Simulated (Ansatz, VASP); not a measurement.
## SiO2: VASP beside Ansatz

The input INCAR:

```
SYSTEM = SiO2
ALGO     = Normal         ! electronic algorithm
EDIFF    = 1E-7           ! SCF threshold, eV
ENCUT    = 520            ! plane-wave cutoff, eV
GGA      = PS             ! functional
ISIF     = 2              ! what is computed and relaxed
ISMEAR   = -1             ! smearing method
LASPH    = .True.         ! aspherical terms in the spheres
LCHARG   = .False.        ! write CHGCAR
LREAL    = .False.        ! projectors in reciprocal space
LWAVE    = .False.        ! write WAVECAR
NBANDS   = 25             ! bands
NELM     = 80             ! most SCF steps
PREC     = Accurate       ! precision mode
SIGMA    = 0.03           ! smearing width, eV
```

Contents of KPOINTS:

```
k-points
0
Gamma
  6 6 9
  0 0 0
```

The input POSCAR:

```
SiO2
1.0
    4.1801000000      0.0000000000      0.0000000000
    0.0000000000      4.1801000000      0.0000000000
    0.0000000000      0.0000000000      2.5877660000
Si O
2 4
Direct
    0.0000000000      0.0000000000      0.0000000000
    0.5000000000      0.5000000000      0.5000000000
    0.3067000000      0.3067000000      0.0000000000
    0.1933000000      0.8067000000      0.5000000000
    0.6933000000      0.6933000000      0.0000000000
    0.8067000000      0.1933000000      0.5000000000
```

Input for Ansatz:

```yaml
crystal:
  lattice:
    - [4.1801, 0.0, 0.0]
    - [0.0, 4.1801, 0.0]
    - [0.0, 0.0, 2.587766]
  atoms:
    - { symbol: Si, position: [0.0, 0.0, 0.0] }
    - { symbol: Si, position: [0.5, 0.5, 0.5] }
    - { symbol: O, position: [0.3067, 0.3067, 0.0] }
    - { symbol: O, position: [0.1933, 0.8067, 0.5] }
    - { symbol: O, position: [0.6933, 0.6933, 0.0] }
    - { symbol: O, position: [0.8067, 0.1933, 0.5] }
kpoints:
  mp_grid: { grid: [6, 6, 9] }
  band_path:
    path:
      - [0.0, 0.0, 0.0]
      - [0.0, 0.5, 0.0]
      - [0.5, 0.5, 0.0]
      - [0.0, 0.0, 0.0]
      - [0.0, 0.0, 0.5]
      - [0.0, 0.5, 0.5]
      - [0.5, 0.5, 0.5]
      - [0.0, 0.0, 0.5]
      - [0.0, 0.5, 0.0]
    npoints: 5
scf:
  occupations: { method: fermi_dirac, width: 0.03 }
hamiltonian:
  xc: pbesol
  pseudopotentials: { kind: all_electron, lapw: { basis_error: 0.001 } }
output:
  forces: true
  stress: true
  eigenvalues: true
```

Change from the starting cell: zz strain of -3 %.

Alike in both runs: task single point; functional PBEsol; k mesh 6 × 6 × 9; occupations fermi-dirac, width 0.03 eV; no spin polarisation.

```csv
,VASP,Ansatz
version,VASP 6.6.1,Ansatz 0.2.0
potentials or method,"VASP PAW PBE potentials, release 64 (Si, O)","all-electron LAPW, scalar-relativistic"
plane-wave cutoff (eV),520,see its input
```

```csv
,VASP,Ansatz,Ansatz less VASP
gap on the k mesh at the Fermi level (eV),6.25,6.25,+0.004
pressure (GPa),17.5,16.5,-0.99
largest component of the traceless stress (GPa),13.48,12.59,-0.895
rms of the force components (eV/Å),0.162,0.130,-0.0313
```

Atom by atom the forces differ by 0.031 eV/Å (rms over components). Ansatz ran all-electron here, so the differences hold the error of VASP's frozen core and of both bases.

Caveats: so large a pressure means that the cell lies far from this level's equilibrium, or that cutoff or potentials fall short (VASP); the potentials were made for another functional, which shifts forces and pressure (VASP); an odd mesh through Γ misses points on the zone boundary, where band edges often lie.
